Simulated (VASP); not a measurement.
# NaF (Villiaumite) (Fm-3m) in VASP: a series of runs

One crystal, NaF (Villiaumite), is run at these levels: r2SCAN; tasks: single point.

Program: VASP 6.6.1. These are calculated values, not measurements. Logs are shortened: lines on timing, memory, paths and dates and some standing lists are left out, and cuts for length are marked.

## (1) Starting point

The structure is cubic, space group Fm-3m (No. 225). The conventional cell has a = 4.640 Å, b = 4.640 Å, c = 4.640 Å, α = 90.00°, β = 90.00°, γ = 90.00°. Around Na (site symmetry m-3m) lie 6 F at 2.32 Å. F (site symmetry m-3m) has 6 Na at 2.32 Å as nearest neighbours.

## (2) Single point, r2SCAN

Contents of INCAR:

```
PREC     = Accurate       # precision mode
ENCUT    = 450            # plane-wave cutoff, eV
EDIFF    = 1E-6           # SCF threshold, eV
ISMEAR   = 0              # smearing method
SIGMA    = 0.05           # smearing width, eV
LREAL    = F              # projectors in reciprocal space
LASPH    = T              # aspherical terms in the spheres
NELM     = 100            # most SCF steps
ALGO     = Normal         # electronic algorithm
ISIF     = 2              # what is computed and relaxed
LWAVE    = F              # write WAVECAR
LCHARG   = F              # write CHGCAR
METAGGA  = R2SCAN         # meta-GGA
LMIXTAU  = T            
ADDGRID  = F
```

Contents of KPOINTS:

```
Automatic mesh
0
Gamma
  3 3 3
```

Contents of POSCAR:

```
NaF
1.0
    0.0000000000      2.3200000000      2.3200000000
    2.3200000000      0.0000000000      2.3200000000
    2.3200000000      2.3200000000      0.0000000000
Na F
1 1
Direct
    0.0000000000      0.0000000000      0.0000000000
    0.5000000000      0.5000000000      0.5000000000
```

Potentials or basis: VASP PAW PBE potentials, release 64 (Na_pv, F).

On the command line:

```bash
$ cat potpaw_PBE.64/Na_pv/POTCAR potpaw_PBE.64/F/POTCAR > POTCAR
$ mpirun -np 1 vasp_std > vasp.out
```

OUTCAR:

```text
PREC = Accurate
   ENCUT = 450
   EDIFF = 1E-6
   ISMEAR = 0
   LREAL = F
   LASPH = T
   NELM = 100
   ISIF = 2
   METAGGA = R2SCAN

 Found      4 irreducible k-points:

 Following reciprocal coordinates:
            Coordinates               Weight
  0.000000  0.000000  0.000000      1.000000
  0.333333  0.000000  0.000000      8.000000
  0.333333  0.333333  0.000000      6.000000
 -0.333333  0.333333  0.000000     12.000000
   k-points           NKPTS =      4   k-points in BZ     NKDIM =      4   number of bands    NBANDS=     11
   number of dos      NEDOS =    301   number of ions     NIONS =      2
   total plane-waves  NPLWV =  13824
   dimension x,y,z NGX =    24 NGY =   24 NGZ =   24
   dimension x,y,z NGXF=    48 NGYF=   48 NGZF=   48
   ions per type =               1   1
   NGX,Y,Z   is equivalent  to a cutoff of  12.16, 12.16, 12.16 a.u.
   NGXF,Y,Z  is equivalent  to a cutoff of  24.32, 24.32, 24.32 a.u.
 SYSTEM =  unknown system
   PREC   = accura    normal or accurate (medium, high low for compatibility)
   ISTART =      0    job   : 0-new  1-cont  2-samecut
   ICHARG =      2    charge: 1-file 2-atom 10-const
   ISPIN  =      1    spin polarized calculation?
   LNONCOLLINEAR =      F non collinear calculations
   LSORBIT =      F    spin-orbit coupling
   LASPH  =      T    aspherical Exc in radial PAW
   ENCUT  =  450.0 eV  33.07 Ry    5.75 a.u.   5.67  5.67  5.67*2*pi/ulx,y,z
   NELM   =    100;   NELMIN=  2; NELMDL= -5     # of ELM steps
   EDIFF  = 0.1E-05   stopping-criterion for ELM
   LREAL  =      F    real-space projection
   EDIFFG = 0.1E-04   stopping-criterion for IOM
   NSW    =      0    number of steps for IOM
   IBRION =     -1    ionic relax: 0-MD 1-quasi-New 2-CG
   NFREE  =      0    steps in history (QN), initial steepest desc. (CG)
   ISIF   =      2    stress and relaxation
   ISYM   =      2    0-nonsym 1-usesym 2-fastsym
   POTIM  = 0.5000    time-step for ionic-motion
   TEBEG  =    0.0;   TEEND  =   0.0 temperature during run
   PSTRESS=    0.0 pullay stress
   NELECT =      14.0000    total number of electrons
   NUPDOWN=      -1.0000    fix difference up-down
   EMIN   =  10.00;   EMAX   =-10.00  energy-range for DOS
   EFERMI =   0.00;   METHOD = LEGACY
   ISMEAR =     0;   SIGMA  =   0.05  broadening in eV -4-tet -1-fermi 0-gaus
   EFERMI_NEDOS =   21; number of points for ismear=-14 and -15
   IALGO  =     38    algorithm
   IMIX   =      4    mixing-type and parameters
     AMIX     =   0.40;   BMIX     =  1.00
     AMIX_MAG =   1.60;   BMIX_MAG =  1.00
  volume/ion in A,a.u.               =      12.49        84.27
  Fermi-wavevector in a.u.,A,eV,Ry     =   1.349852  2.550851 24.791186  1.822101
  Thomas-Fermi vector in A             =   2.477405
   LORBIT       =      0    0 simple, 1 ext, 2 COOP (PROOUT), +10 PAW based schemes
   METAGGA = R2SCAN    functional components
   LHFCALC =     F    Hartree Fock is set to
   AEXX    =    0.0000 exact exchange contribution
   IVDW    =     0    specifies the selected vdW correction
   LEPSILON=     F    determine dielectric tensor
   LRPA    =     F    only Hartree local field effects (RPA)
 non-spin polarized calculation
 Gauss-broadening in eV      SIGMA  =   0.05
  energy-cutoff  :      450.00
  volume of cell :       24.97
 maximum number of plane-waves:       555
 NGX is ok and might be reduce to    24
   NGX = 11   NGY = 11   NGZ = 11

 number of electron      13.9999982 magnetization

 Free energy of the ion-electron system (eV)
  ---------------------------------------------------
  ext. energy  EPLUGINS =         0.00000000
  ---------------------------------------------------
  free energy    TOTEN  =       -12.59749173 eV

  energy without entropy =      -12.59749173  energy(sigma->0) =      -12.59749173

 E-fermi :  -2.4820     XC(G=0):  -9.7514

 val. band max:       -2.7395441245   @ k =   0.0000   0.0000   0.0000
 cond. band min:       4.4090689807   @ k =   0.0000   0.0000   0.0000
 fundamental gap:      7.1486131052
 Fermi energy:        -2.4820080372

 k-point     1 :       0.0000    0.0000    0.0000
  band No.  band energies     occupation
      1     -23.0211      2.00000
      2     -22.2568      2.00000
      3     -22.2563      2.00000
      4     -22.2563      2.00000
      5      -2.7396      2.00000
      6      -2.7395      2.00000
      7      -2.7395      2.00000
      8       4.4091      0.00000
      9      17.0161      0.00000
     10      17.0161      0.00000
     11      17.0161      0.00000

 k-point     2 :       0.3333    0.0000    0.0000
  band No.  band energies     occupation
      1     -23.3397      2.00000
      2     -22.2649      2.00000
      3     -22.2644      2.00000
      4     -21.8402      2.00000
      5      -3.9556      2.00000
      6      -2.9376      2.00000
      7      -2.9376      2.00000
      8       7.3247      0.00000
      9      12.0692      0.00000
     10      18.3366      0.00000
     11      18.3375      0.00000

 k-point     3 :       0.3333    0.3333    0.0000
  band No.  band energies     occupation
      1     -23.0680      2.00000
      2     -22.2934      2.00000
      3     -22.2930      2.00000
      4     -22.1046      2.00000
      5      -3.8532      2.00000
      6      -3.0479      2.00000
      7      -3.0478      2.00000
      8       8.3080      0.00000
      9      11.9320      0.00000
     10      15.5228      0.00000
     11      18.0350      0.00000

 k-point     4 :      -0.3333    0.3333    0.0000
  band No.  band energies     occupation
      1     -23.1615      2.00000
      2     -22.3473      2.00000
      3     -22.2834      2.00000
      4     -21.9385      2.00000
      5      -3.7397      2.00000
      6      -3.6321      2.00000
      7      -3.0814      2.00000
      8      10.2657      0.00000
      9      11.4231      0.00000
     10      13.9419      0.00000
     11      18.0926      0.00000

------------------------ aborting loop because EDIFF is reached ----------------------------------------

  FORCE on cell =-STRESS in cart. coord.  units (eV):
  Direction    XX          YY          ZZ          XY          YZ          ZX
  --------------------------------------------------------------------------------------
  -------------------------------------------------------------------------------------
  Total       -0.5911517     -0.5911517     -0.5911517      0.0000000      0.0000000      0.0000000
  in kB      -37.9241261    -37.9241261    -37.9241261      0.0000000      0.0000000      0.0000000
  external PRESSURE =     -37.9241261 kB  Pullay stress =       0.0000000 kB

 VOLUME and BASIS-vectors are now :
 -----------------------------------------------------------------------------
  energy-cutoff  :      450.00
  volume of cell :       24.97
      direct lattice vectors                 reciprocal lattice vectors
     0.000000000  2.320000000  2.320000000    -0.215517241  0.215517241  0.215517241
     2.320000000  0.000000000  2.320000000     0.215517241 -0.215517241  0.215517241
     2.320000000  2.320000000  0.000000000     0.215517241  0.215517241 -0.215517241

 POSITION                                       TOTAL-FORCE (eV/Angst)
 -----------------------------------------------------------------------------------
      0.00000      0.00000      0.00000        -0.000000     -0.000000     -0.000000
      2.32000      2.32000      2.32000         0.000000      0.000000      0.000000
 -----------------------------------------------------------------------------------
    total drift:                                0.000000     -0.000000      0.000000

  FREE ENERGIE OF THE ION-ELECTRON SYSTEM (eV)
  ---------------------------------------------------
  free  energy   TOTEN  =       -12.5974917322 eV

  energy  without entropy=      -12.5974917322  energy(sigma->0) =      -12.59749173
```

It took 9.7 s on 1 thread of Intel Xeon Platinum 8488C (Sapphire Rapids), shared host; peak memory 0.13 GiB.

These settings aren't checked as converged: the numbers below hold their error.

What came out:

- Free energy: -12.5975 eV
- Band gap on the k mesh: 7.15 eV, direct

Caveat: the k mesh is coarse (spacing up to 0.78 Å⁻¹), so the values aren't converged; the cutoff is under 1.25 times the usual one of these potentials, so pressure, stress and relaxed cells hold a basis-set (Pulay) error; the PAW data sets were made with another functional, which shifts forces and pressure a little.

## (3) Single point, r2SCAN

INCAR is that of step 2.

KPOINTS is that of step 2.

Contents of POSCAR:

```
NaF
1.0
    0.0000000000      2.3200000000      2.3200000000
    2.3200000000      0.0000000000      2.3200000000
    2.3200000000      2.3200000000      0.0000000000
Na F
1 1
Direct
    0.0258840000     -0.0367460000      0.0017760000
    0.4822430000      0.5377660000      0.4799550000
```

Potentials or basis: VASP PAW PBE potentials, release 64 (Na_pv, F).

On the command line:

```bash
$ cat potpaw_PBE.64/Na_pv/POTCAR potpaw_PBE.64/F/POTCAR > POTCAR
$ mpirun -np 1 vasp_std > vasp.out
```

Run time: 12 s. Hardware: 1 thread of Intel Xeon Platinum 8488C (Sapphire Rapids), shared host; peak memory 0.13 GiB.

These settings aren't checked as converged: the numbers below hold their error.

What came out:

```yaml
Free_energy: -12.5487 eV
Largest_force: 0.498 eV/Å
Band_gap_on_the_k_mesh: 7.14 eV, direct
```

Caveat: the k mesh is coarse (spacing up to 0.78 Å⁻¹), so the values aren't converged; the cutoff is under 1.25 times the usual one of these potentials, so pressure, stress and relaxed cells hold a basis-set (Pulay) error; the PAW data sets were made with another functional, which shifts forces and pressure a little.
